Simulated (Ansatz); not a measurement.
# InSb: the cost of one run

Program: Ansatz 0.2.0. Level of theory: DFT LDA, scalar-relativistic, plane waves, PAW. These are calculated values, not measurements.

17 further runs of the same task are left out: 17 set aside as unsound or not needed.

## (1) The structure to begin with

Symmetry: P4/mmm, No. 123, tetragonal system. The conventional cell has a = 3.008 Å, b = 3.008 Å, c = 6.033 Å, α = 90.00°, β = 90.00°, γ = 90.00°. In (site symmetry 4/mmm) is surrounded by 4 In at 3.01 Å and 2 Sb at 3.02 Å. Sb (site symmetry 4/mmm) is surrounded by 4 Sb at 3.01 Å and 2 In at 3.02 Å.

Structure file:

```
In Sb
1.0
     3.00828    0.00000    0.00000
     0.00000    3.00828    0.00000
     0.00000    0.00000    6.03251
In Sb
1 1
Direct
  0.00000 0.00000 0.00000
  0.00000 0.00000 0.50000
```

It goes back to an entry of the Materials Project, which need not be the stable form.

This cell was relaxed beforehand with the same method: volume 27.30 Å³/atom, gap on the mesh none (metal).

## (2) What is varied

The energy is mapped over two homogeneous strains (x along [1 0 0], y along [0 1 0], z along [0 0 1] of the conventional cell).

- normal strain along x: 7 values from −4.00 to 4.00 %
- normal strain along z: 7 values from −4.00 to 4.00 %

Nothing else is relaxed (symmetry fixes all fractional coordinates). Energies count from the relaxed crystal. Points are written as (first, second).

## (3) Point (2.67 %, −4.00 %)

File input.yaml:

```yaml
crystal:
  lattice:
    - [3.0886060083, 0.0, 0.0]
    - [0.0, 3.008284804, 0.0]
    - [0.0, 0.0, 5.7912052094]
  atoms:
    - { symbol: In, position: [0.0, 0.0, 0.0] }
    - { symbol: Sb, position: [0.0, 0.0, 0.5] }
basis:
  ecutwfc: 420
kpoints:
  mp_grid: { grid: [14, 14, 8] }
hamiltonian:
  xc: lda
  pseudopotentials: { kind: paw, azcp: { folder: soft_1 } }
scf:
  occupations: { method: gaussian, width: 0.15 }
output:
  forces: true
  stress: true
  eigenvalues: true
```

Command:

```console
ansatz run input.yaml --threads 1 --pin off --max-ram 2048MiB --backend cpu --events-out ev --progress --plain --runs-dir out
```

What time and memory should one allow on 1 thread of Arm Neoverse V1, shared host?

About 17 s, with a peak of 0.49 GiB.
